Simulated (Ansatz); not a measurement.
# Gold, simple cubic under LDA: ground state and equation of state

The plan for gold in the simple cubic structure: relax it, solve it on a dense k-mesh, switch on spin-orbit coupling, then scale the cell to 7 volumes from 88 to 112 % of the relaxed one and try a fit of the equation of state. The k-meshes are 12×12×12 for the relaxation; 19×19×19 for the dense run; 12×12×12 for spin-orbit coupling; 13×13×13 for the volumes.

This is Au in the simple cubic structure; at room conditions it is fcc.

Computed with Ansatz 0.2.0 (DFT LDA (PW92), plane waves (420 eV) with PAW, scalar-relativistic; the PAW data stem from PBE, with regenerated cores, unless a step says otherwise).

## 1. The structure to begin with

The structure is cubic, space group Pm-3m (No. 221). The conventional cell has a = 2.636 Å, b = 2.636 Å, c = 2.636 Å, α = 90.00°, β = 90.00°, γ = 90.00°. Around Au (site symmetry m-3m) lie 6 Au at 2.64 Å.

Coordinates:

```xyz
1
Lattice="2.6359 0.0000 0.0000 0.0000 2.6359 0.0000 0.0000 0.0000 2.6359" Properties=species:S:1:pos:R:3 pbc="T T T"
Au    0.0000    0.0000    0.0000
```

## 2. Geometry optimisation

input.yaml reads:

```yaml
crystal:
  lattice:
    - [2.6358905191, 0.0, 0.0]
    - [0.0, 2.6358905191, 0.0]
    - [0.0, 0.0, 2.6358905191]
  atoms:
    - { symbol: Au, position: [0.0, 0.0, 0.0] }
hamiltonian:
  xc: lda
  pseudopotentials:
    kind: paw
    azcp:
      Au: "pseudopotentials/Au.paw.azcp"
basis:
  ecutwfc: 420
  fft_grid_basis: typed
kpoints:
  mp_grid: { grid: [12, 12, 12], shift: [0, 0, 0] }
magnetization:
  spin_polarized: false
scf:
  occupations: { method: fermi_dirac, width: 0.1 }
relax:
  max_steps: 60
  f_tol: 0.01
  cell: {}
```

On the command line:

```bash
> ansatz run input.yaml --threads 2 --pin off --max-ram 5120MiB --backend cpu --events-out ev --progress --plain --runs-dir out
```

Standard output:

```text
Warning: <dir> the record states the generating functional pbe (its physics header spells it `PBE`), which answers neither for hamiltonian.xc's functional nor for the lda family's — results may be inconsistent (PPs are generated against a specific XC)
Warning: RAYON_NUM_THREADS=2 ignored (pool sized by the plan → 2); use --threads N
Engine: ansatz 0.2.0, aarch64-unknown-linux-gnu
Pseudopotentials: kind: paw
Pseudopotential: Au, paw, valence charge 19, recommended cutoff 420 eV (normal), <dir>
Functional definition: SPW92
  exchange = slater_x
  correlation = pw_c
Crystal: 1 atoms, lattice volume = 18.314 Å³
Basis set: ecut = 420 eV, 365 PW (Γ)
Bands: 14, of which v1, the nominal top of the filled ones, is band 10 counted from 1 (9 counted from 0)
Symmetry: 48 space group operations
Space group: Pm-3m (ITA 221), of the structure as read, at distance tolerance 2.6e-5 Å
k-points: 84 of 1728
Non-local potential: Au, projectors of the file, l = 0: 3, l = 1: 2, l = 2: 2, l = 3: 1
PAW form: soft (Blöchl's): semilocal exchange-correlation on the pseudo side does not see the compensation charge
PAW frozen core: Au, regenerated for the run's functional, and the local potential with it (the file was generated under x = pbe(κ = 0.804, μ = 0.2195149727645171), c = pbe(β = 0.06672455060314922))
PAW one-centre angular grid: Au, 590 points (default); XC on 64 Gauss nodes
Initial density: superposition of atomic densities (neutral atoms: chi_scale 0, normalization atom), corrected by the library's trained network
Initial wavefunctions: pseudopotential atomic-orbital guess
Functional: x = slater, c = lda
SCF iter   1: F=—  HF=-12864.676519 eV  |F-HF|=—  |Δ(HF+E_count)|=         —  Δρ=5.15e-3  dr2=2.93e-3  ethr=1.77e-3  ⟨swp⟩=4.9  Hψ=6077  notcnv=0
preconditioner: auto → none  [metal: Δε(μ)=0.063 eV  Ē_g=15.948 eV  σ=0.100 eV  W_gap=0.16  n_scr=6 (ndim 8)  ℏωp=28.8 eV  f_vac=0.000  D(μ)=0.41/eV (n_scr^D=0)  sad-step TF]
SCF iter   2: F=—  HF=-12864.676203 eV  |F-HF|=—  |Δ(HF+E_count)|=   3.16e-4  Δρ=2.64e-3  dr2=7.00e-4  ethr=1.54e-5  ⟨swp⟩=1.7  Hψ=2046  notcnv=0
SCF iter   3: F=—  HF=-12864.675973 eV  |F-HF|=—  |Δ(HF+E_count)|=   2.30e-4  Δρ=2.03e-4  dr2=4.60e-6  ethr=3.69e-6  ⟨swp⟩=2.1  Hψ=1507  notcnv=0
SCF iter   4: F=—  HF=-12864.675962 eV  |F-HF|=—  |Δ(HF+E_count)|=   1.08e-5  Δρ=8.93e-5  dr2=1.32e-6  ethr=2.42e-8  ⟨swp⟩=2.0  Hψ=1931  notcnv=0
iter 5 did not close the SCF: its close was put off for the readings that it lacked (scf_convergence_deferred on its scf_iter line)
SCF iter   5: F=-12864.675962 eV  HF=-12864.675962 eV  |F-HF|=6.58e-9  |Δ(HF+E_count)|=   2.57e-7  Δρ=1.23e-5  dr2=1.10e-8  ethr=6.97e-9  ⟨swp⟩=2.4  Hψ=1803  notcnv=0
SCF iter   6: F=-12864.675962 eV  HF=-12864.675962 eV  |F-HF|=3.46e-11  |Δ(HF+E_count)|=   2.43e-9  Δρ=7.66e-7  dr2=6.61e-11  ethr=5.81e-11  ⟨swp⟩=1.9  Hψ=3624  notcnv=0
SCF 1 converged in 6 iterations: F = -12864.675962 eV  dr2 = 6.61e-11
relax step   1: F+E_penalty+E_count = -12864.67596207 eV  Δ(F+E_penalty+E_count) = +0.000e0 eV  max|allowed force component| = 0.000e0 eV/Å  Δτ_max = 0.0000 Å  P = +5.819 GPa  Ω = 18.314 Å³  (6 SCF iters, dr2 threshold 1.00e-7 eV, accepted)
Crystal: 1 atoms, lattice volume = 19.642 Å³
Basis set: ecut = 420 eV, 389 PW (Γ)
Initial density: handed on by an earlier stage of this run
Initial wavefunctions: those handed on with the density
iter 1 solved again at ethr=3.60e-5 eV; its pass at ethr=3.10e-3 eV (dr2=6.83e-3 eV) is discarded
SCF iter   1: F=—  HF=-12864.679733 eV  |F-HF|=—  |Δ(HF+E_count)|=         —  Δρ=6.19e-3  dr2=7.01e-3  ethr=3.60e-5  ⟨swp⟩=1.0  Hψ=8512  notcnv=0
preconditioner: auto → none  [metal: Δε(μ)=0.138 eV  Ē_g=15.347 eV  σ=0.100 eV  W_gap=0.33  n_scr=6 (ndim 8)  ℏωp=27.8 eV  f_vac=0.001  D(μ)=0.36/eV (n_scr^D=0)]
SCF iter   2: F=—  HF=-12864.677851 eV  |F-HF|=—  |Δ(HF+E_count)|=   1.88e-3  Δρ=2.98e-3  dr2=9.15e-4  ethr=3.60e-5  ⟨swp⟩=2.0  Hψ=1600  notcnv=0
SCF iter   3: F=—  HF=-12864.677551 eV  |F-HF|=—  |Δ(HF+E_count)|=   3.00e-4  Δρ=1.18e-3  dr2=9.88e-5  ethr=4.82e-6  ⟨swp⟩=2.5  Hψ=1898  notcnv=0
SCF iter   4: F=—  HF=-12864.677522 eV  |F-HF|=—  |Δ(HF+E_count)|=   2.88e-5  Δρ=1.77e-4  dr2=1.54e-6  ethr=5.20e-7  ⟨swp⟩=2.0  Hψ=1563  notcnv=0
SCF iter   5: F=-12864.677522 eV  HF=-12864.677522 eV  |F-HF|=2.76e-10  |Δ(HF+E_count)|=   7.81e-8  Δρ=1.02e-5  dr2=6.58e-9  ethr=5.26e-10  ⟨swp⟩=4.0  Hψ=3906  notcnv=0
SCF 2 converged in 5 iterations: F = -12864.677522 eV  dr2 = 6.58e-9
relax step   2: F+E_penalty+E_count = -12864.67752233 eV  Δ(F+E_penalty+E_count) = -1.560e-3 eV  max|allowed force component| = 0.000e0 eV/Å  Δτ_max = 0.0000 Å  P = -4.580 GPa  Ω = 19.642 Å³  energy of the carried Pulay correction = -3.023e-4 eV  (5 SCF iters, dr2 threshold 1.00e-7 eV, accepted)
Crystal: 1 atoms, lattice volume = 19.034 Å³
iter 1 solved again at ethr=8.31e-6 eV; its pass at ethr=3.10e-3 eV (dr2=1.58e-3 eV) is discarded
SCF iter   1: F=—  HF=-12864.687829 eV  |F-HF|=—  |Δ(HF+E_count)|=         —  Δρ=2.80e-3  dr2=1.38e-3  ethr=8.31e-6  ⟨swp⟩=1.5  Hψ=7893  notcnv=0
preconditioner: auto → none  [metal: Δε(μ)=0.027 eV  Ē_g=15.567 eV  σ=0.100 eV  W_gap=0.07  n_scr=6 (ndim 8)  ℏωp=28.2 eV  f_vac=0.000  D(μ)=0.41/eV (n_scr^D=0)]
SCF iter   2: F=—  HF=-12864.687461 eV  |F-HF|=—  |Δ(HF+E_count)|=   3.68e-4  Δρ=1.31e-3  dr2=1.77e-4  ethr=7.26e-6  ⟨swp⟩=2.0  Hψ=1603  notcnv=0
SCF iter   3: F=—  HF=-12864.687401 eV  |F-HF|=—  |Δ(HF+E_count)|=   6.05e-5  Δρ=5.16e-4  dr2=1.73e-5  ethr=9.33e-7  ⟨swp⟩=2.6  Hψ=1894  notcnv=0
SCF iter   4: F=—  HF=-12864.687387 eV  |F-HF|=—  |Δ(HF+E_count)|=   1.39e-5  Δρ=6.76e-5  dr2=2.06e-7  ethr=9.08e-8  ⟨swp⟩=2.1  Hψ=1302  notcnv=0
SCF iter   5: F=-12864.687387 eV  HF=-12864.687387 eV  |F-HF|=5.33e-10  |Δ(HF+E_count)|=   1.52e-8  Δρ=4.12e-6  dr2=1.27e-9  ethr=5.26e-10  ⟨swp⟩=4.0  Hψ=3742  notcnv=0
SCF 3 converged in 5 iterations: F = -12864.687387 eV  dr2 = 1.27e-9
relax step   3: F+E_penalty+E_count = -12864.68738691 eV  Δ(F+E_penalty+E_count) = -9.865e-3 eV  max|allowed force component| = 0.000e0 eV/Å  Δτ_max = 0.0000 Å  P = -0.403 GPa  Ω = 19.034 Å³  energy of the carried Pulay correction = -1.666e-4 eV  (5 SCF iters, dr2 threshold 1.00e-7 eV, accepted)
Crystal: 1 atoms, lattice volume = 18.977 Å³
iter 1 solved again at ethr=4.42e-8 eV; its pass at ethr=3.10e-3 eV (dr2=8.39e-6 eV) is discarded
SCF iter   1: F=—  HF=-12864.687469 eV  |F-HF|=—  |Δ(HF+E_count)|=         —  Δρ=2.69e-4  dr2=1.24e-5  ethr=4.42e-8  ⟨swp⟩=2.1  Hψ=7673  notcnv=0
preconditioner: auto → none  [metal: Δε(μ)=0.028 eV  Ē_g=15.622 eV  σ=0.100 eV  W_gap=0.07  n_scr=6 (ndim 8)  ℏωp=28.3 eV  f_vac=0.000  D(μ)=0.40/eV (n_scr^D=0)]
SCF iter   2: F=—  HF=-12864.687466 eV  |F-HF|=—  |Δ(HF+E_count)|=   3.31e-6  Δρ=1.27e-4  dr2=1.62e-6  ethr=4.42e-8  ⟨swp⟩=2.0  Hψ=1630  notcnv=0
SCF iter   3: F=—  HF=-12864.687466 eV  |F-HF|=—  |Δ(HF+E_count)|=   5.19e-7  Δρ=5.09e-5  dr2=1.69e-7  ethr=8.52e-9  ⟨swp⟩=2.6  Hψ=1903  notcnv=0
SCF iter   4: F=-12864.687465 eV  HF=-12864.687465 eV  |F-HF|=2.02e-10  |Δ(HF+E_count)|=   4.90e-8  Δρ=7.22e-6  dr2=2.40e-9  ethr=5.26e-10  ⟨swp⟩=4.0  Hψ=3400  notcnv=0
SCF 4 converged in 4 iterations: F = -12864.687465 eV  dr2 = 2.40e-9
relax step   4: F+E_penalty+E_count = -12864.68746549 eV  Δ(F+E_penalty+E_count) = -7.858e-5 eV  max|allowed force component| = 0.000e0 eV/Å  Δτ_max = 0.0000 Å  P = +0.033 GPa  Ω = 18.977 Å³  energy of the carried Pulay correction = -1.537e-4 eV  (4 SCF iters, dr2 threshold 1.00e-7 eV, accepted)
Initial wavefunctions: pseudopotential atomic-orbital guess (no wavefunctions were taken with the density)
iter 1 solved again at ethr=2.19e-9 eV; its pass at ethr=3.10e-3 eV (dr2=4.16e-7 eV) is discarded
SCF iter   1: F=—  HF=-12864.687601 eV  |F-HF|=—  |Δ(HF+E_count)|=         —  Δρ=1.12e-4  dr2=1.25e-7  ethr=2.19e-9  ⟨swp⟩=4.2  Hψ=10084  notcnv=0
preconditioner: auto → none  [metal: Δε(μ)=0.028 eV  Ē_g=15.624 eV  σ=0.100 eV  W_gap=0.07  n_scr=6 (ndim 8)  ℏωp=28.3 eV  f_vac=0.000  D(μ)=0.40/eV (n_scr^D=0)]
SCF iter   2: F=—  HF=-12864.687601 eV  |F-HF|=—  |Δ(HF+E_count)|=   4.11e-7  Δρ=5.53e-5  dr2=2.85e-8  ethr=6.60e-10  ⟨swp⟩=2.0  Hψ=1972  notcnv=0
SCF iter   3: F=—  HF=-12864.687602 eV  |F-HF|=—  |Δ(HF+E_count)|=   2.64e-7  Δρ=1.25e-5  dr2=1.09e-8  ethr=1.50e-10  ⟨swp⟩=2.3  Hψ=1537  notcnv=0
SCF iter   4: F=—  HF=-12864.687602 eV  |F-HF|=—  |Δ(HF+E_count)|=   6.77e-9  Δρ=2.21e-6  dr2=7.75e-11  ethr=5.73e-11  ⟨swp⟩=2.6  Hψ=1903  notcnv=0
SCF iter   5: F=-12864.687602 eV  HF=-12864.687602 eV  |F-HF|=3.64e-12  |Δ(HF+E_count)|=  4.22e-10  Δρ=4.70e-8  dr2=1.73e-13  ethr=1.00e-12  ⟨swp⟩=5.0  Hψ=4247  notcnv=0
SCF 5 converged in 5 iterations: F = -12864.687602 eV  dr2 = 1.73e-13
relax step   5: F+E_penalty+E_count = -12864.68760161 eV  Δ(F+E_penalty+E_count) = -1.361e-4 eV  max|allowed force component| = 0.000e0 eV/Å  Δτ_max = 0.0000 Å  P = +0.025 GPa  Ω = 18.977 Å³  stress off target by 2.51e-2 GPa  SCF on the basis re-selected at this cell (its energy is not comparable with the rows above)  (5 SCF iters)
basis re-selected at this cell: Δ(F+E_penalty+E_count) = -1.361e-4 eV, ΔP = -0.007 GPa vs the last step (what re-selecting the basis moved, of the pressure what is left beyond the Pulay correction that the steps carried, after the strain that the cell walked since its last selection, with what the two solves' SCF thresholds leave and, on support functions, any second-order correction that the steps lacked; it is no measure of the basis error at this ecutwfc). This SCF's stress stands 2.51e-2 GPa from its target on what of the cell is left free (relax.cell.stress_tol is 5.00e-2 GPa) and its largest allowed force component is 0.00e0 eV/Å (relax.f_tol is 1.00e-2 eV/Å): within both
SCF converged after 5 iterations
Free energy (F): -12864.687602 eV
Harris-Foulkes:  -12864.687602 eV  (|F-HF|=3.64e-12)
Internal energy: -12864.674916 eV  (E = F + TS)
E sigma→0 (E₀):  -12864.681259 eV
Entropy (-TS):   -0.012685 eV (-12.685 meV/atom)
Fermi energy:    17.113527 eV
--- Per-component energies (eV) ---
  E_band       = -264.487802
  E_kinetic    = 605.704633
  E_local      = -1964.937671  (includes V_loc(G=0)·N_el)
  E_nonlocal   = 80.785857
  E_hartree    = 828.129413
  E_xc         = -226.764913
  E_vxc        = -275.077182  (∫ρ·V_xc dr)
  E_paw        = -9423.373461  (= ΣΔE_a)
  E_vpaw       = -367.223562  (= ΣTr[D̂ρ^β])
  E_aug_tail   = 0.001281  (compensation charges beyond the density's cutoff)
  E_ewald      = -2764.742772
  E_core_change = 0.522718  (= ΣΔE_core)
  E_smearing   = -0.012685  (= −TS)
  E_closure    = -0.000000  (closes the sum)
  Σ components = -12864.687602   (vs F -12864.687602, Δ=0.00e0)
--- Forces (eV/Å), atoms counted from 1 ---
  atom   1  Au    -0.00000000    -0.00000000     0.00000000
  max |Σ_I F_I| component: 1.31e-31 eV/Å
--- Stress (GPa, compression-positive) ---
        0.025137      -0.000000       0.000000
       -0.000000       0.025137      -0.000000
        0.000000      -0.000000       0.025137
  P = ⅓ Tr σ = 0.0251 GPa (0.251 kbar)
--- Relaxed structure (4 steps of the walk, 4 accepted, 1 SCFs on fresh bases) ---
  F+E_penalty+E_count = -12864.68760161 eV   max|allowed force component| = 0.000e0 eV/Å   (the final SCF, on the basis selected at the relaxed cell)
  cell:  # Å, volume = 18.9774 Å³
    - [2.6673447241464996, 1.2839532962581576e-34, -1.2839532962581572e-34]
    - [3.851859888774472e-34, 2.6673447241464987, -5.135813185032629e-34]
    - [-6.4197664812907865e-34, -5.135813185032629e-34, 2.6673447241464987]
  atoms:
    - { symbol: Au, position: [0.0, 0.0, 0.0] }
```

It took 3.3 s on 2 threads of Arm Neoverse V1, shared host; peak memory 0.27 GiB.

Relaxation path:

```csv
step,energy change (meV/atom),largest force (eV/Å),pressure (GPa),volume (Å³/atom)
1,0.00,0.0000,5.82,18.314
2,-1.56,0.0000,-4.58,19.642
3,-11.42,0.0000,-0.40,19.034
4,-11.50,0.0000,0.03,18.977
5,-11.64,0.0000,0.03,18.977
```

Steps that repeat a cell are solved on a basis chosen anew, so their changes of energy are no gain of the relaxation.

Changes in the cell that was computed:

|  | before | after | change |
| --- | --- | --- | --- |
| a (Å) | 2.636 | 2.667 | +1.2 % |
| b (Å) | 2.636 | 2.667 | +1.2 % |
| c (Å) | 2.636 | 2.667 | +1.2 % |
| volume (Å³/atom) | 18.314 | 18.977 | +3.6 % |
| shortest distance (Å) | 2.636 | 2.667 | +1.2 % |
| space group (spins left aside) | Pm-3m | Pm-3m | same |

## 3. The energy on a finer k-mesh

input.yaml reads:

```yaml
crystal:
  lattice:
    - [2.6673447241, 0.0, 0.0]
    - [0.0, 2.6673447241, 0.0]
    - [0.0, 0.0, 2.6673447241]
  atoms:
    - { symbol: Au, position: [0.0, 0.0, 0.0] }
hamiltonian:
  xc: lda
  pseudopotentials:
    kind: paw
    azcp:
      Au: "pseudopotentials/Au.paw.azcp"
basis:
  ecutwfc: 420
  fft_grid_basis: typed
kpoints:
  mp_grid: { grid: [19, 19, 19], shift: [0, 0, 0] }
magnetization:
  spin_polarized: false
scf:
  occupations: { method: fermi_dirac, width: 0.1 }
```

On the command line:

```bash
> ansatz run input.yaml --threads 2 --pin off --max-ram 5120MiB --backend cpu --events-out ev --progress --plain --runs-dir out
```

Standard output, cut to the lines that bear on the results:

```text
Warning: <dir> the record states the generating functional pbe (its physics header spells it `PBE`), which answers neither for hamiltonian.xc's functional nor for the lda family's — results may be inconsistent (PPs are generated against a specific XC)
Warning: RAYON_NUM_THREADS=2 ignored (pool sized by the plan → 2); use --threads N
[...]
[... 3 set-up lines as earlier in the session ...]
[...]
Crystal: 1 atoms, lattice volume = 18.977 Å³
Basis set: ecut = 420 eV, 365 PW (Γ)
Bands: 14, of which v1, the nominal top of the filled ones, is band 10 counted from 1 (9 counted from 0)
[... 1 set-up line as earlier in the session ...]
Space group: Pm-3m (ITA 221), of the structure as read, at distance tolerance 2.7e-5 Å
k-points: 220 of 6859
[...]
SCF iter   1: F=—  HF=-12864.689018 eV  |F-HF|=—  |Δ(HF+E_count)|=         —  Δρ=5.11e-3  dr2=3.07e-3  ethr=1.77e-3  ⟨swp⟩=5.0  Hψ=15888  notcnv=0
[...]
SCF iter   6: F=-12864.688505 eV  HF=-12864.688505 eV  |F-HF|=1.82e-11  |Δ(HF+E_count)|=  5.04e-10  Δρ=7.29e-7  dr2=5.66e-11  ethr=2.35e-11  ⟨swp⟩=1.0  Hψ=7481  notcnv=0
[...]
SCF converged after 6 iterations
Free energy (F): -12864.688505 eV
[...]
E sigma→0 (E₀):  -12864.681883 eV
Entropy (-TS):   -0.013244 eV (-13.244 meV/atom)
Fermi energy:    17.071636 eV
[...]
```

Wall time 1.4 s (2 threads of Arm Neoverse V1, shared host); peak memory 0.27 GiB.

## 4. With spin-orbit coupling

Changes to input.yaml since step 3:

```diff
@@ -10,3 +10,3 @@
   pseudopotentials:
-    kind: paw
+    kind: paw_fr
     azcp:
@@ -17,6 +17,12 @@
 kpoints:
-  mp_grid: { grid: [19, 19, 19], shift: [0, 0, 0] }
+  mp_grid: { grid: [12, 12, 12], shift: [0, 0, 0] }
 magnetization:
-  spin_polarized: false
+  noncollinear: true
+  spin_orbit: true
 scf:
   occupations: { method: fermi_dirac, width: 0.1 }
+output:
+  write_density: true
+  write_potential: true
+  elf: true
+  volumetric_format: npy
```

On the command line:

```bash
> ansatz run input.yaml --threads 2 --pin off --max-ram 5120MiB --backend cpu --events-out ev --progress --plain --runs-dir out
```

Standard output, cut to the lines that bear on the results:

```text
Warning: <dir> the record states the generating functional pbe (its physics header spells it `PBE`), which answers neither for hamiltonian.xc's functional nor for the lda family's — results may be inconsistent (PPs are generated against a specific XC)
Warning: RAYON_NUM_THREADS=2 ignored (pool sized by the plan → 2); use --threads N
[...]
Pseudopotentials: kind: paw_fr
Pseudopotential: Au, paw_fr, valence charge 19, recommended cutoff 420 eV (normal), <dir>
[... 1 set-up line as earlier in the session ...]
[...]
non-collinear run that drives no moment, with spin-orbit: no starting moment large enough to seed its density (crystal.atoms[].spin), no starting occupations that ask for one, no magnetisation constraint and no magnetic field, so the semilocal B_xc is pinned to zero
Crystal: 1 atoms, lattice volume = 18.977 Å³
Basis set: ecut = 420 eV, 365 PW (Γ)
Bands: 28, of which v1, the nominal top of the filled ones, is band 19 counted from 1 (18 counted from 0)
Symmetry: 48 space group operations + 48 with time reversal
Magnetic group: BNS 221.93 (UNI 1595), of the structure as read, at distance tolerance 2.7e-5 Å
k-points: 84 of 1728
Projection manifold: j_resolved (fully-relativistic pseudo-atomic orbitals)
[...]
SCF iter   1: F=—  HF=-12901.135651 eV  |F-HF|=—  |Δ(HF+E_count)|=         —  Δρ=8.51e-2  dr2=1.38e0  dr2_m=0.00e0 (ungated)  ethr=3.10e-3  |M|=0.00e0 ∫|m|=0.00e0 μB  |m|>n=0.0e0 m-floor=0.0e0 τ_xc=0.0e0  β_m=0.30  ⟨swp⟩=6.6  Hψ=5535  notcnv=0  defer=48
[...]
SCF iter   7: F=-12900.717490 eV  HF=-12900.717490 eV  |F-HF|=4.07e-10  |Δ(HF+E_count)|=   4.65e-8  Δρ=2.14e-6  dr2=6.69e-10  dr2_m=0.00e0 (ungated)  ethr=5.26e-10  |M|=0.00e0 ∫|m|=0.00e0 μB  |m|>n=0.0e0 m-floor=0.0e0 τ_xc=0.0e0  ⟨swp⟩=7.5  Hψ=4482  notcnv=0
[...]
SCF converged after 7 iterations
Magnetization: |M| = 0.0000 μB,  M = (+0.0000, +0.0000, +0.0000) μB
Absolute magnetization: 0.0000 μB (∫|m|)
  site 0: m = (+0.0000, +0.0000, +0.0000) μB, |m| = 0.0000 μB  (R = 1.10 Å)
Free energy (F): -12900.717490 eV
[...]
E sigma→0 (E₀):  -12900.710962 eV
Entropy (-TS):   -0.013057 eV (-13.057 meV/atom)
Fermi energy:    17.155972 eV
[...]
--- Band table (eV; the first three rows and the last of 84) ---
[...]
```

It took 4.6 s on 2 threads of Arm Neoverse V1, shared host; peak memory 0.34 GiB.

With and without spin-orbit coupling:

```csv
,scalar-relativistic,with spin-orbit coupling
k-mesh,19×19×19,12×12×12
gap on the mesh,none (levels filled in part),none (levels filled in part)
```

The meshes differ, so small differences between the columns need not come from spin-orbit coupling.

Density in a lattice plane of the grid's cell (edges 2.67 and 2.67 Å, at 0.000 of the third edge), which holds Au.

Ten even steps from '0' (0.11 e/Å³) to '9' (15.03 e/Å³):
```
987653210000000001235678
776543210000000001234567
655432100000000000123455
443321100000000000112334
222211000000000000011222
111100000000000000000111
000000000000000000000000
000000000000000000000000
000000000000000000000000
000000000000000000000000
000000000000000000000000
000000000000000000000000
000000000000000000000000
111100000000000000000111
222211000000000000011222
443321100000000000112334
655432100000000000123455
776543210000000001234567
987653210000000001235678
998754210000000001245789
```
Columns run along the first of these edges and rows up along the second, over one cell in 24 and 20 even steps from the bottom left corner. Atoms in the plane (fractional): Au at (0.00, 0.00).

ELF in the same plane.

Values, 12 rows by 12 columns:
```
0.72 0.67 0.58 0.49 0.37 0.28 0.26 0.28 0.37 0.49 0.58 0.67
0.60 0.58 0.54 0.46 0.35 0.27 0.25 0.27 0.35 0.46 0.54 0.58
0.49 0.49 0.46 0.39 0.30 0.24 0.22 0.24 0.30 0.39 0.46 0.49
0.37 0.37 0.35 0.30 0.25 0.20 0.18 0.20 0.25 0.30 0.35 0.37
0.29 0.28 0.27 0.24 0.20 0.16 0.14 0.16 0.20 0.24 0.27 0.28
0.27 0.26 0.25 0.22 0.18 0.14 0.12 0.14 0.18 0.22 0.25 0.26
0.29 0.28 0.27 0.24 0.20 0.16 0.14 0.16 0.20 0.24 0.27 0.28
0.37 0.37 0.35 0.30 0.25 0.20 0.18 0.20 0.25 0.30 0.35 0.37
0.49 0.49 0.46 0.39 0.30 0.24 0.22 0.24 0.30 0.39 0.46 0.49
0.60 0.58 0.54 0.46 0.35 0.27 0.25 0.27 0.35 0.46 0.54 0.58
0.72 0.67 0.58 0.49 0.37 0.28 0.26 0.28 0.37 0.49 0.58 0.67
0.79 0.72 0.60 0.49 0.37 0.29 0.27 0.29 0.37 0.49 0.60 0.72
```
Columns run along the first of these edges and rows up along the second, over one cell in 12 and 12 even steps from the bottom left corner. Atoms in the plane (fractional): Au at (0.00, 0.00).

Both are smooth fields of the valence electrons: close to the nuclei they are not physical.

(Part 1 of 2 ends here.)
